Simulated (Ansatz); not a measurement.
**H on C (Diamond) (111)**

This session takes C (Diamond) and sets out to prepare the clean (111) slab, then find where and how strongly H adsorbs.

Program: Ansatz 0.2.0. Level of theory: DFT RPBE, scalar-relativistic, plane waves, PAW. These are calculated values, not measurements.

1 further run of the same task is left out (set aside as unsound or not needed).

## 1. The starting structure

Symmetry: Fd-3m, No. 227, cubic system. Conventional cell: a = 3.589 Å, b = 3.589 Å, c = 3.589 Å, α = 90.00°, β = 90.00°, γ = 90.00°. C (site symmetry -43m) is surrounded by 4 C at 1.55 Å.

Coordinates:

```cif
data_structure
_symmetry_space_group_name_H-M 'P 1'
_symmetry_Int_Tables_number 1
_cell_length_a 2.5375
_cell_length_b 2.5375
_cell_length_c 2.5375
_cell_angle_alpha 60.000
_cell_angle_beta 60.000
_cell_angle_gamma 60.000
_cell_volume 11.55
loop_
_atom_site_label
_atom_site_type_symbol
_atom_site_fract_x
_atom_site_fract_y
_atom_site_fract_z
_atom_site_occupancy
C1 C 0.00000 0.00000 0.00000 1
C2 C 0.25000 0.25000 0.25000 1
```

This cell was relaxed beforehand with the same method: volume 5.78 Å³/atom, gap on the mesh 4.12 eV.

## 2. Cutting the slab

Planes are indexed in the bulk's conventional cell (Fd-3m (No. 227)), a = 3.589 Å, b = 3.589 Å, c = 3.589 Å, α = 90.00°, β = 90.00°, γ = 90.00°.

A (111) slab, 7.9 Å thick as cut, with 17 Å of vacuum; its outer planes are C (top) and C (bottom).

The slab as cut. Its planes from the bottom up:

| plane | atoms per cell | height over the lowest (Å) |
| --- | --- | --- |
| 1 | H | 0.00 |
| 2 | C | 1.14 |
| 3 | C | 1.66 |
| 4 | C | 3.21 |
| 5 | C | 3.73 |
| 6 | C | 5.28 |
| 7 | C | 5.80 |
| 8 | C | 7.36 |
| 9 | C | 7.87 |

## 3. The clean surface, relaxed

Contents of input.yaml:

```yaml
crystal:
  lattice:
    - [2.5375382518, 0.0, 0.0]
    - [-1.2687691259, 2.1975725891, 0.0]
    - [0.0, 0.0, 24.8736467462]
  atoms:
    - { symbol: H, position: [0.0, 0.0, 0.3417271334] }
    - { symbol: C, position: [0.0, 0.0, 0.3875587725] }
    - { symbol: C, position: [0.6666666667, 0.3333333333, 0.4083829336] }
    - { symbol: C, position: [0.6666666667, 0.3333333333, 0.4708554168] }
    - { symbol: C, position: [0.3333333333, 0.6666666667, 0.4916795779] }
    - { symbol: C, position: [0.3333333333, 0.6666666667, 0.5541520612] }
    - { symbol: C, position: [0.0, 0.0, 0.5749762222] }
    - { symbol: C, position: [0.0, 0.0, 0.6374487055] }
    - { symbol: C, position: [0.6666666667, 0.3333333333, 0.6582728666] }
basis:
  ecutwfc: 420
kpoints:
  mp_grid: { grid: [12, 12, 1] }
hamiltonian:
  xc: rpbe
scf:
  occupations: { method: gaussian, width: 0.05 }
output:
  forces: true
  eigenvalues: true
  write_density: true
  write_potential: true
  elf: true
  volumetric_format: npy
relax:
  adjacent_minimum: "off"
  f_tol: 0.03
  max_steps: 70
  constraints: [{ sites: [0, 1, 2, 3, 4] }]
efield:
  axis: 3
  dipole_correction: true
```

Run with:

```console
$ ansatz run input.yaml --threads 1 --pin off --max-ram 2560MiB --backend cpu --events-out ev --progress --plain --runs-dir out
```

Further runs follow: H at the top (C) site; start: H, hollow (nearest C); H put at a bridge (C-C) site; start: H, top (C).

What does the calculation give? Wanted: clean slab: work function; clean slab: dipole along +c; H: lowest end.

**Answer**, as computed:

| quantity | value |
| --- | --- |
| clean slab: work function | 4.65 eV (top face), 1.19 eV (bottom face) |
| clean slab: dipole along +c | -0.107 e·Å per cell |
| H: lowest end | from the top (C) start, 1 bonded, 1.11 Å high |

A start on a symmetric site keeps its symmetry, so an end may be a saddle point and not a minimum.
